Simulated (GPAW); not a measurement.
Runs of GPAW 26.7.0 on SnTe. Symmetry: Fm-3m, No. 225, cubic system. Conventional cell: a = 6.343 Å, b = 6.343 Å, c = 6.343 Å, α = 90.00°, β = 90.00°, γ = 90.00°. Around Te (site symmetry m-3m) lie 6 Sn at 3.17 Å. Sn (site symmetry m-3m) is surrounded by 6 Te at 3.17 Å. 

```tsv
task	cell	k mesh	smearing	response ecut	maxiter	response k mesh	response bands	kernels	mesh quality	gap on the mesh (eV)
dielectric tensor	Fm-3m, 31.91 Å³/atom	6 × 6 × 6	fermi-dirac 0.001 eV	80 eV	150	18 × 18 × 18	30	["RPA"]	not flagged	(a)
single point	Fm-3m, 31.28 Å³/atom	6 × 6 × 6	fermi-dirac 0.05 eV	-	120	-	-	-	not flagged	0.11
dielectric tensor	Fm-3m, 33.16 Å³/atom	6 × 6 × 6	fermi-dirac 0.001 eV	80 eV	150	18 × 18 × 18	30	["RPA"]	not flagged	0.06
dielectric tensor	Fm-3m, 32.53 Å³/atom	6 × 6 × 6	fermi-dirac 0.001 eV	80 eV	150	18 × 18 × 18	30	["RPA"]	not flagged	0.01
dielectric tensor	Fm-3m, 30.66 Å³/atom	6 × 6 × 6	fermi-dirac 0.001 eV	80 eV	150	18 × 18 × 18	30	["RPA"]	not flagged	0.17
dielectric tensor	Fm-3m, 31.28 Å³/atom	6 × 6 × 6	fermi-dirac 0.001 eV	80 eV	150	18 × 18 × 18	30	["RPA"]	not flagged	0.11
```

Alike in all rows: level PBE; potentials or basis GPAW PAW data sets (gpaw-data 1.2.1), pw; no spin polarisation; cutoff (eV) 450.

Question: Estimate the missing entries.

Answer: (a) 0.05.

Caveats: spin-orbit coupling is left out, which moves the levels of the heavy elements; the gap is small at this level, which inflates the dielectric constant (some runs); the long-wavelength limit can be off by a per cent or two (some runs); the cutoff is short for stress and forces, so pressures can be off by a GPa or more (some runs).

A k mesh can miss the band edges, and the runs leave out spin-orbit coupling on Sn, Te.
